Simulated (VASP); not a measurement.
# BaTe (Fm-3m) in VASP: further runs

The runs below take BaTe through band structure, with PBEsol, r2SCAN.

Everything below comes from runs of VASP 6.6.1. Logs are shortened: lines on timing, memory, paths and dates and some standing lists are left out, and cuts for length are marked.

## Step 1: The structure

It takes space group Fm-3m (No. 225, cubic). The conventional cell has a = 6.820 Å, b = 6.820 Å, c = 6.820 Å, α = 90.00°, β = 90.00°, γ = 90.00°. Around Ba (site symmetry m-3m) lie 6 Te at 3.41 Å. Around Te (site symmetry m-3m) lie 6 Ba at 3.41 Å.

## Step 2: Band structure, PBEsol

POSCAR reads:

```
BaTe
1.0
    0.0000000000      3.4100000000      3.4100000000
    3.4100000000      0.0000000000      3.4100000000
    3.4100000000      3.4100000000      0.0000000000
Ba Te
1 1
Direct
    0.0000000000      0.0000000000      0.0000000000
    0.5000000000      0.5000000000      0.5000000000
```

INCAR.step1 reads:

```
SYSTEM = BaTe
PREC = Accurate
ENCUT = 520
EDIFF = 1E-7
ISMEAR = 0
SIGMA = 0.02
LREAL = .False.
LASPH = .True.
NELM = 100
ALGO = Normal
ISIF = 2
LWAVE = .False.
LCHARG = .True.
GGA = PS
```

KPOINTS.step1 reads:

```
regular mesh
0
Gamma
  8 8 8
  0 0 0
```

INCAR.step2 reads:

```
SYSTEM = BaTe
PREC = Accurate
ENCUT = 520
EDIFF = 1E-7
ISMEAR = 0
SIGMA = 0.05
LREAL = .False.
LASPH = .True.
NELM = 100
ALGO = Normal
ISIF = 2
LWAVE = .False.
LCHARG = .False.
GGA = PS
ICHARG = 11
```

KPOINTS.step2 reads:

```
path GXWKGLUWLK,UX
10
line-mode
reciprocal
 0.0000000000  0.0000000000  0.0000000000  G
 0.5000000000  0.0000000000  0.5000000000  X

 0.5000000000  0.0000000000  0.5000000000  X
 0.5000000000  0.2500000000  0.7500000000  W

 0.5000000000  0.2500000000  0.7500000000  W
 0.3750000000  0.3750000000  0.7500000000  K

 0.3750000000  0.3750000000  0.7500000000  K
 0.0000000000  0.0000000000  0.0000000000  G

 0.0000000000  0.0000000000  0.0000000000  G
 0.5000000000  0.5000000000  0.5000000000  L

 0.5000000000  0.5000000000  0.5000000000  L
 0.6250000000  0.2500000000  0.6250000000  U

 0.6250000000  0.2500000000  0.6250000000  U
 0.5000000000  0.2500000000  0.7500000000  W

 0.5000000000  0.2500000000  0.7500000000  W
 0.5000000000  0.5000000000  0.5000000000  L

 0.5000000000  0.5000000000  0.5000000000  L
 0.3750000000  0.3750000000  0.7500000000  K

 0.6250000000  0.2500000000  0.6250000000  U
 0.5000000000  0.0000000000  0.5000000000  X
```

Potentials or basis: VASP PAW PBE potentials, release 64 (Ba_sv, Te).

The run is started by

```bash
$ cat potpaw_PBE.64/Ba_sv/POTCAR potpaw_PBE.64/Te/POTCAR > POTCAR
$ cp INCAR.step1 INCAR
$ cp KPOINTS.step1 KPOINTS
$ mpirun -np 1 vasp_std > vasp.out
$ cp INCAR.step2 INCAR
$ cp KPOINTS.step2 KPOINTS
$ mpirun -np 1 vasp_std > vasp.out
```

OUTCAR:

```text
SYSTEM = BaTe
   PREC = Accurate
   ENCUT = 520
   EDIFF = 1E-7
   ISMEAR = 0
   LREAL = .False.
   LASPH = .True.
   NELM = 100
   ISIF = 2
   GGA = PS
   ICHARG = 11

 ion  position               nearest neighbor table
   1  0.000  0.000  0.000-   2 3.41   2 3.41   2 3.41   2 3.41   2 3.41   2 3.41
   2  0.500  0.500  0.500-   1 3.41   1 3.41   1 3.41   1 3.41   1 3.41   1 3.41

  LATTYP: Found a face centered cubic cell.
 ALAT       =     6.8200000000

  Lattice vectors:

 A1 = (   0.0000000000,   3.4100000000,   3.4100000000)
 A2 = (   3.4100000000,   0.0000000000,   3.4100000000)
 A3 = (   3.4100000000,   3.4100000000,   0.0000000000)

Analysis of symmetry for initial positions (statically):
=====================================================================
 Subroutine PRICEL returns:
 Original cell was already a primitive cell.

 Routine SETGRP: Setting up the symmetry group for a
 face centered cubic supercell.

 Subroutine GETGRP returns: Found 48 space group operations
 (whereof 48 operations were pure point group operations)
 out of a pool of 48 trial point group operations.

The static configuration has the point symmetry O_h .

Analysis of symmetry for dynamics (positions and initial velocities):
=====================================================================
 Subroutine PRICEL returns:
 Original cell was already a primitive cell.

 Routine SETGRP: Setting up the symmetry group for a
 face centered cubic supercell.

 Subroutine GETGRP returns: Found 48 space group operations
 (whereof 48 operations were pure point group operations)
 out of a pool of 48 trial point group operations.

The dynamic configuration has the point symmetry O_h .

 Subroutine INISYM returns: Found 48 space group operations
 (whereof 48 operations are pure point group operations),
 and found     1 'primitive' translations

----------------------------------------------------------------------------------------

                                     Primitive cell

  volume of cell :      79.3036

  direct lattice vectors                    reciprocal lattice vectors
     0.000000000  3.410000000  3.410000000    -0.146627566  0.146627566  0.146627566
     3.410000000  0.000000000  3.410000000     0.146627566 -0.146627566  0.146627566
     3.410000000  3.410000000  0.000000000     0.146627566  0.146627566 -0.146627566

  length of vectors
     4.822468248  4.822468248  4.822468248     0.253966394  0.253966394  0.253966394

  position of ions in fractional coordinates (direct lattice)
     0.000000000  0.000000000  0.000000000
     0.500000000  0.500000000  0.500000000

[... 76 lines left out ...]
   ISIF   =      2    stress and relaxation
   ISYM   =      2    0-nonsym 1-usesym 2-fastsym
   POTIM  = 0.5000    time-step for ionic-motion
   TEBEG  =    0.0;   TEEND  =   0.0 temperature during run
   PSTRESS=    0.0 pullay stress
   NELECT =      16.0000    total number of electrons
   NUPDOWN=      -1.0000    fix difference up-down
   EMIN   =  10.00;   EMAX   =-10.00  energy-range for DOS
   EFERMI =   0.00;   METHOD = LEGACY
   ISMEAR =     0;   SIGMA  =   0.05  broadening in eV -4-tet -1-fermi 0-gaus
   EFERMI_NEDOS =   21; number of points for ismear=-14 and -15
   IALGO  =     38    algorithm
   IMIX   =      4    mixing-type and parameters
     AMIX     =   0.40;   BMIX     =  1.00
     AMIX_MAG =   1.60;   BMIX_MAG =  1.00
  volume/ion in A,a.u.               =      39.65       267.58
  Fermi-wavevector in a.u.,A,eV,Ry     =   0.960175  1.814468 12.543704  0.921936
  Thomas-Fermi vector in A             =   2.089436
   LORBIT       =      0    0 simple, 1 ext, 2 COOP (PROOUT), +10 PAW based schemes
   GGA     = PS    functional components
   LHFCALC =     F    Hartree Fock is set to
   AEXX    =    0.0000 exact exchange contribution
   IVDW    =     0    specifies the selected vdW correction
   LEPSILON=     F    determine dielectric tensor
   LRPA    =     F    only Hartree local field effects (RPA)
 non-spin polarized calculation
 Gauss-broadening in eV      SIGMA  =   0.05
  energy-cutoff  :      520.00
  volume of cell :       79.30
 maximum number of plane-waves:      2162
 NGX is ok and might be reduce to    36

 number of electron      16.0000000 magnetization

 Free energy of the ion-electron system (eV)
  ---------------------------------------------------
  ext. energy  EPLUGINS =         0.00000000
  ---------------------------------------------------
  free energy    TOTEN  =        -8.65798790 eV

  energy without entropy =       -8.65798790  energy(sigma->0) =       -8.65798790

 E-fermi :   2.9574     XC(G=0):  -8.7285

 val. band max:        2.6698515736   @ k =   0.0000   0.0000   0.0000
 cond. band min:       3.9073178139   @ k =   0.5000   0.0000   0.5000
 fundamental gap:      1.2374662403
 Fermi energy:         2.9573911772

 k-point     1 :       0.0000    0.0000    0.0000
  band No.  band energies     occupation
      1     -24.1235      2.00000
      2      -9.2833      2.00000
      3      -9.2833      2.00000
      4      -9.2833      2.00000
      5      -7.0947      2.00000
      6       2.6699      2.00000
      7       2.6699      2.00000
      8       2.6699      2.00000
      9       5.4684      0.00000
     10       5.4684      0.00000
     11       5.4684      0.00000
     12       5.7365      0.00000
[... 331 lines left out ...]
 k-point    24 :       0.4583    0.2917    0.7500
  band No.  band energies     occupation
      1     -24.0959      2.00000
      2      -9.5517      2.00000
      3      -9.5124      2.00000
      4      -9.4330      2.00000
      5      -6.5619      2.00000
      6       1.2266      2.00000
      7       1.5985      2.00000
      8       1.7274      2.00000
      9       5.6074      0.00000
     10       6.7090      0.00000
     11       7.7532      0.00000
     12       8.1325      0.00000

 [... further k-points ...]
[... 5 lines left out ...]
  --------------------------------------------------------------------------------------
  -------------------------------------------------------------------------------------
  Total        2.8437355      2.8437355      2.8437355      0.0000000      0.0000000     -0.0000000
  in kB       57.4521986     57.4521986     57.4521986      0.0000000      0.0000000     -0.0000000
  external PRESSURE =      57.4521986 kB  Pullay stress =       0.0000000 kB

 VOLUME and BASIS-vectors are now :
 -----------------------------------------------------------------------------
  energy-cutoff  :      520.00
  volume of cell :       79.30
      direct lattice vectors                 reciprocal lattice vectors
     0.000000000  3.410000000  3.410000000    -0.146627566  0.146627566  0.146627566
     3.410000000  0.000000000  3.410000000     0.146627566 -0.146627566  0.146627566
     3.410000000  3.410000000  0.000000000     0.146627566  0.146627566 -0.146627566

 POSITION                                       TOTAL-FORCE (eV/Angst)
 -----------------------------------------------------------------------------------
      0.00000      0.00000      0.00000         0.000000      0.000000      0.000000
      3.41000      3.41000      3.41000        -0.000000     -0.000000     -0.000000
 -----------------------------------------------------------------------------------
    total drift:                                0.000000      0.000000      0.000000

  FREE ENERGIE OF THE ION-ELECTRON SYSTEM (eV)
  ---------------------------------------------------
  free  energy   TOTEN  =        -8.6579879012 eV

  energy  without entropy=       -8.6579879012  energy(sigma->0) =       -8.65798790
```

OUTCAR.step1:

```text
SYSTEM = BaTe
   PREC = Accurate
   ENCUT = 520
   EDIFF = 1E-7
   ISMEAR = 0
   LREAL = .False.
   LASPH = .True.
[... 582 lines left out ...]
      0.00000      0.00000      0.00000         0.000000      0.000000      0.000000
      3.41000      3.41000      3.41000        -0.000000     -0.000000     -0.000000
 -----------------------------------------------------------------------------------
    total drift:                                0.000000      0.000000      0.000000

  FREE ENERGIE OF THE ION-ELECTRON SYSTEM (eV)
  ---------------------------------------------------
  free  energy   TOTEN  =        -9.1548914233 eV

  energy  without entropy=       -9.1548914233  energy(sigma->0) =       -9.15489142
```

Run time: 39 s. Hardware: 1 thread of Intel Xeon Platinum 8488C (Sapphire Rapids), shared host; peak memory 0.27 GiB.

Results:

* Band gap on the k mesh: 1.24 eV, indirect (least direct gap 1.62 eV)
* Band gap along the path: 1.24 eV, indirect (least direct gap 1.62 eV)

Levels at the corners of the path, in eV from the valence-band top:
```tsv
point	band 4	band 5	band 6	band 7	band 8	band 9	band 10	band 11	band 12
Γ	-11.95	-9.76	0.00	0.00	0.00	2.80	2.80	2.80	3.07
X	-12.07	-9.53	-1.17	-0.38	-0.38	1.24	4.53	4.88	5.96
X	-12.07	-9.53	-1.17	-0.38	-0.38	1.24	4.53	4.88	5.93
W	-12.16	-9.23	-1.46	-1.01	-1.01	3.46	3.46	5.00	5.42
W	-12.16	-9.23	-1.46	-1.01	-1.01	3.46	3.46	5.00	5.41
K	-12.03	-9.24	-1.41	-1.12	-0.87	2.42	5.13	5.30	5.44
K	-12.03	-9.24	-1.41	-1.12	-0.87	2.42	5.13	5.30	5.44
Γ	-11.95	-9.76	0.00	0.00	0.00	2.80	2.80	2.80	3.07
Γ	-11.95	-9.76	0.00	0.00	0.00	2.80	2.80	2.80	3.07
L	-11.97	-8.76	-2.51	-1.32	-1.32	4.18	4.88	5.00	5.00
L	-11.97	-8.76	-2.51	-1.32	-1.32	4.18	4.88	5.00	5.00
U	-12.03	-9.24	-1.41	-1.12	-0.87	2.42	5.13	5.30	5.43
U	-12.03	-9.24	-1.41	-1.12	-0.87	2.42	5.13	5.30	5.43
W	-12.16	-9.23	-1.46	-1.01	-1.01	3.46	3.46	5.00	5.41
W	-12.16	-9.23	-1.46	-1.01	-1.01	3.46	3.46	5.00	5.42
L	-11.97	-8.76	-2.51	-1.32	-1.32	4.18	4.88	5.00	5.00
L	-11.97	-8.76	-2.51	-1.32	-1.32	4.18	4.88	5.00	5.00
K	-12.03	-9.24	-1.41	-1.12	-0.87	2.42	5.13	5.30	5.43
U	-12.03	-9.24	-1.41	-1.12	-0.87	2.42	5.13	5.30	5.43
X	-12.07	-9.53	-1.17	-0.38	-0.38	1.24	4.53	4.88	5.94
```

Caveat: the log is that of the step along the path at fixed density, whose energy, stress, charges and moments have no meaning; the PAW data sets were made with another functional, which shifts forces and pressure a little; spin-orbit coupling is left out, which moves the levels of the heavy elements.

## Step 3: Band structure, r2SCAN

INCAR reads:

```
SYSTEM = BaTe
PREC = Accurate
ENCUT = 520
EDIFF = 1E-7
ISMEAR = 0
SIGMA = 0.02
LREAL = .False.
LASPH = .True.
NELM = 100
ALGO = Normal
ISIF = 2
LWAVE = .False.
LCHARG = .False.
METAGGA = R2SCAN
LMIXTAU = .True.
```

KPOINTS reads:

```
regular mesh
0
Gamma
  8 8 8
  0 0 0
```

POSCAR is that of step 2.

KPOINTS_OPT reads:

```
path GXWKGLUWLK,UX
10
line-mode
reciprocal
 0.0000000000  0.0000000000  0.0000000000  G
 0.5000000000  0.0000000000  0.5000000000  X

 0.5000000000  0.0000000000  0.5000000000  X
 0.5000000000  0.2500000000  0.7500000000  W

 0.5000000000  0.2500000000  0.7500000000  W
 0.3750000000  0.3750000000  0.7500000000  K

 0.3750000000  0.3750000000  0.7500000000  K
 0.0000000000  0.0000000000  0.0000000000  G

 0.0000000000  0.0000000000  0.0000000000  G
 0.5000000000  0.5000000000  0.5000000000  L

 0.5000000000  0.5000000000  0.5000000000  L
 0.6250000000  0.2500000000  0.6250000000  U

 0.6250000000  0.2500000000  0.6250000000  U
 0.5000000000  0.2500000000  0.7500000000  W

 0.5000000000  0.2500000000  0.7500000000  W
 0.5000000000  0.5000000000  0.5000000000  L

 0.5000000000  0.5000000000  0.5000000000  L
 0.3750000000  0.3750000000  0.7500000000  K

 0.6250000000  0.2500000000  0.6250000000  U
 0.5000000000  0.0000000000  0.5000000000  X
```

Potentials or basis: VASP PAW PBE potentials, release 64 (Ba_sv, Te).

The run is started by

```bash
$ cat potpaw_PBE.64/Ba_sv/POTCAR potpaw_PBE.64/Te/POTCAR > POTCAR
$ mpirun -np 1 vasp_std > vasp.out
```

OUTCAR:

```text
SYSTEM = BaTe
   PREC = Accurate
   ENCUT = 520
   EDIFF = 1E-7
   ISMEAR = 0
   LREAL = .False.
   LASPH = .True.
   NELM = 100
   ISIF = 2
   METAGGA = R2SCAN

 ion  position               nearest neighbor table
   1  0.000  0.000  0.000-   2 3.41   2 3.41   2 3.41   2 3.41   2 3.41   2 3.41
   2  0.500  0.500  0.500-   1 3.41   1 3.41   1 3.41   1 3.41   1 3.41   1 3.41

  LATTYP: Found a face centered cubic cell.
 ALAT       =     6.8200000000

  Lattice vectors:

 A1 = (   0.0000000000,   3.4100000000,   3.4100000000)
 A2 = (   3.4100000000,   0.0000000000,   3.4100000000)
[... 538 lines left out ...]
      8       1.4560      2.00000
      9       6.7664      0.00000
     10       7.0745      0.00000
     11       8.5305      0.00000
     12       8.9399      0.00000

 [... further k-points ...]
[... 5 lines left out ...]
  --------------------------------------------------------------------------------------
  -------------------------------------------------------------------------------------
  Total        2.2345919      2.2345919      2.2345919      0.0000000      0.0000000     -0.0000000
  in kB       45.1456254     45.1456254     45.1456254      0.0000000      0.0000000     -0.0000000
  external PRESSURE =      45.1456254 kB  Pullay stress =       0.0000000 kB

 VOLUME and BASIS-vectors are now :
 -----------------------------------------------------------------------------
  energy-cutoff  :      520.00
  volume of cell :       79.30
      direct lattice vectors                 reciprocal lattice vectors
     0.000000000  3.410000000  3.410000000    -0.146627566  0.146627566  0.146627566
     3.410000000  0.000000000  3.410000000     0.146627566 -0.146627566  0.146627566
     3.410000000  3.410000000  0.000000000     0.146627566  0.146627566 -0.146627566

 POSITION                                       TOTAL-FORCE (eV/Angst)
 -----------------------------------------------------------------------------------
      0.00000      0.00000      0.00000        -0.000000     -0.000000     -0.000000
      3.41000      3.41000      3.41000         0.000000      0.000000      0.000000
 -----------------------------------------------------------------------------------
    total drift:                                0.000000      0.000000      0.000000

  FREE ENERGIE OF THE ION-ELECTRON SYSTEM (eV)
  ---------------------------------------------------
  free  energy   TOTEN  =       -55.9063492268 eV

  energy  without entropy=      -55.9063492268  energy(sigma->0) =      -55.90634923
```

stdout:

```text
POSCAR found type information on POSCAR BaTe
 POSCAR found :  2 types and       2 ions
 scaLAPACK will be used
 -----------------------------------------------------------------------------
|                                                                             |
|                                                                             |
|     You enforced a specific xc type in the INCAR file but a different       |
|     I HOPE YOU KNOW WHAT YOU ARE DOING!                                     |
|                                                                             |
 -----------------------------------------------------------------------------

 LDA part: xc-table for (None), standard interpolation
 POSCAR, INCAR and KPOINTS ok, starting setup
 FFT: planning ... GRIDC
 FFT: planning ... GRID_SOFT
 FFT: planning ... GRID
 WAVECAR not read
 entering main loop
 Start KPOINTS_OPT (optional k-point list driver)
k-point batch [1-29\100]
k-point batch [30-58\100]
k-point batch [59-87\100]
k-point batch [88-100\100]
```

Wall time 2.6 min (1 thread of Intel Xeon Platinum 8488C (Sapphire Rapids), shared host); peak memory 0.23 GiB.

Results:

- Free energy: -55.9063 eV
- Pressure: 4.5 GPa
- Band gap on the k mesh: 1.69 eV, indirect (least direct gap 2.07 eV)
- Band gap along the path: 1.69 eV, indirect (least direct gap 2.07 eV)

Levels at the corners of the path, in eV from the valence-band top:
```
point  band 6  band 7  band 8  band 9  band 10  band 11
    Γ    0.00    0.00    0.00    3.28     3.28     3.28
    X   -1.16   -0.38   -0.38    1.69     5.06     5.74
    X   -1.16   -0.38   -0.38    1.69     5.06     5.74
    W   -1.43   -0.98   -0.98    3.95     3.95     5.67
    W   -1.43   -0.98   -0.98    3.95     3.95     5.67
    K   -1.36   -1.10   -0.86    2.89     5.68     5.86
    K   -1.36   -1.10   -0.86    2.89     5.68     5.86
    Γ    0.00    0.00    0.00    3.28     3.28     3.28
    Γ    0.00    0.00    0.00    3.28     3.28     3.28
    L   -2.45   -1.30   -1.30    4.76     5.46     5.57
    L   -2.45   -1.30   -1.30    4.76     5.46     5.57
    U   -1.36   -1.10   -0.86    2.89     5.68     5.86
    U   -1.36   -1.10   -0.86    2.89     5.68     5.86
    W   -1.43   -0.98   -0.98    3.95     3.95     5.67
    W   -1.43   -0.98   -0.98    3.95     3.95     5.67
    L   -2.45   -1.30   -1.30    4.76     5.46     5.57
    L   -2.45   -1.30   -1.30    4.76     5.46     5.57
    K   -1.36   -1.10   -0.86    2.89     5.68     5.86
    U   -1.36   -1.10   -0.86    2.89     5.68     5.86
    X   -1.16   -0.38   -0.38    1.69     5.06     5.74
```

Caveat: the PAW data sets were made with another functional, which shifts forces and pressure a little; spin-orbit coupling is left out, which moves the levels of the heavy elements. r2SCAN opens gaps a little over a GGA but as a rule still falls short of measured ones.
